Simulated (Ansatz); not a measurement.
Co (P-3m1); collinear moments without spin–orbit coupling.

```
Co
1.0
     2.48736    0.00000    0.00000
    -1.24368    2.15412    0.00000
     0.00000    0.00000    4.06329
Co
2
Direct
  0.66667 0.33333 0.25986
  0.33333 0.66667 0.74014
```

Geometry: a structure from the Materials Project; nothing is relaxed.

Functional, mesh and filling: PBE, 14×14×8 k mesh, Fermi–Dirac smearing of 0.1 eV. PAW means Ansatz 0.2.0 on its default frozen-core files. Site moments are integrated in spheres about the atoms. Start moments (μB): Co1 2, Co2 2.

The self-consistent cycle went as follows.

```json
{"iteration": "1", "Harris–Foulkes energy less the last (meV)": "135.287", "density residual (eV)": "2.9e-01", "M (μB)": "3.3318", "∫|m| (μB)": "3.4149"}
{"iteration": "2", "Harris–Foulkes energy less the last (meV)": "88.818", "density residual (eV)": "7.7e-02", "M (μB)": "3.2993", "∫|m| (μB)": "3.4311"}
{"iteration": "3", "Harris–Foulkes energy less the last (meV)": "67.708", "density residual (eV)": "5.3e-03", "M (μB)": "3.2745", "∫|m| (μB)": "3.4445"}
{"iteration": "4", "Harris–Foulkes energy less the last (meV)": "40.851", "density residual (eV)": "8.6e-04", "M (μB)": "3.2567", "∫|m| (μB)": "3.4584"}
{"iteration": "5", "Harris–Foulkes energy less the last (meV)": "22.162", "density residual (eV)": "6.1e-04", "M (μB)": "3.2428", "∫|m| (μB)": "3.4696"}
{"iteration": "6", "Harris–Foulkes energy less the last (meV)": "12.790", "density residual (eV)": "2.7e-04", "M (μB)": "3.2346", "∫|m| (μB)": "3.4817"}
{"iteration": "7", "Harris–Foulkes energy less the last (meV)": "7.469", "density residual (eV)": "5.1e-05", "M (μB)": "3.2292", "∫|m| (μB)": "3.4923"}
{"iteration": "8", "Harris–Foulkes energy less the last (meV)": "-0.065", "density residual (eV)": "1.1e-03", "M (μB)": "3.2145", "∫|m| (μB)": "3.5284"}
{"iteration": "9", "Harris–Foulkes energy less the last (meV)": "0.002", "density residual (eV)": "3.7e-04", "M (μB)": "3.2173", "∫|m| (μB)": "3.5350"}
{"iteration": "10", "Harris–Foulkes energy less the last (meV)": "-0.003", "density residual (eV)": "7.6e-05", "M (μB)": "3.2205", "∫|m| (μB)": "3.5419"}
{"iteration": "11", "Harris–Foulkes energy less the last (meV)": "-0.002", "density residual (eV)": "9.8e-06", "M (μB)": "3.2216", "∫|m| (μB)": "3.5448"}
{"iteration": "12", "Harris–Foulkes energy less the last (meV)": "0.000", "density residual (eV)": "3.0e-08", "M (μB)": "3.2220", "∫|m| (μB)": "3.5455"}
{"iteration": "13", "Harris–Foulkes energy less the last (meV)": "0.000", "density residual (eV)": "4.8e-10", "M (μB)": "3.2220", "∫|m| (μB)": "3.5458"}
```

Site moments (μB): Co1 1.69, Co2 1.69. Cell moment 3.22 μB.

The Ansatz runs typed with the search for lower states off end where their start leads. The magnetic state is the one that this cell and start allow. It needn't be the compound's measured order, which may need a larger cell or be absent.
